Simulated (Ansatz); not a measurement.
Runs of Ansatz 0.2.0 on NbAs. It takes space group I4_1md (No. 109, tetragonal). Conventional cell: a = 3.452 Å, b = 3.452 Å, c = 11.680 Å, α = 90.00°, β = 90.00°, γ = 90.00°. Nb (site symmetry 2mm) is surrounded by 6 As at 2.60 to 2.63 Å. Around As (site symmetry 2mm) lie 6 Nb at 2.60 to 2.63 Å. 

```csv
task,level,spin,cell,k mesh,points for each segment of the path,gap on the mesh (eV),pressure (GPa),relaxed volume (Å³/atom),largest force (eV/Å)
band structure,BLYP,off,as given,11 × 11 × 11,14,none,11.4,-,0.29
band structure,LDA,"SOC, no magnetisation",as given,8 × 8 × 8,14,none,(b),-,0.28
band structure,revPBE,off,as given,11 × 11 × 11,14,none,5.2,-,0.30
relaxation of cell and atoms,revPBE,off,relaxed,11 × 11 × 11,-,-,0.0,(a),-
relaxation of cell and atoms,PBEsol,off,relaxed,11 × 11 × 11,-,0.06,0.0,17.15,0.01
```

Alike in all rows: potentials or basis Ansatz PAW; cutoff (eV) 420; smearing fermi-dirac 0.05 eV.

Question: Estimate the missing entries.

Answer: (a) 17.93; (b) -5.5.

Caveats: the PAW data sets come from PBE, with cores solved anew for the run's functional, which leaves a small shift of forces and pressure; the plane-wave basis is chosen anew once the cell has moved, so the energies of steps on either side of that aren't comparable (some runs); odd divisions of the mesh miss points on the zone boundary, where band edges often lie, so the gap on the mesh can be too wide (some runs).

A k mesh can miss the band edges, and rows without SOC leave out spin-orbit coupling on As, Nb.

A gap of «none» marks a metal or a gap under the smearing width.
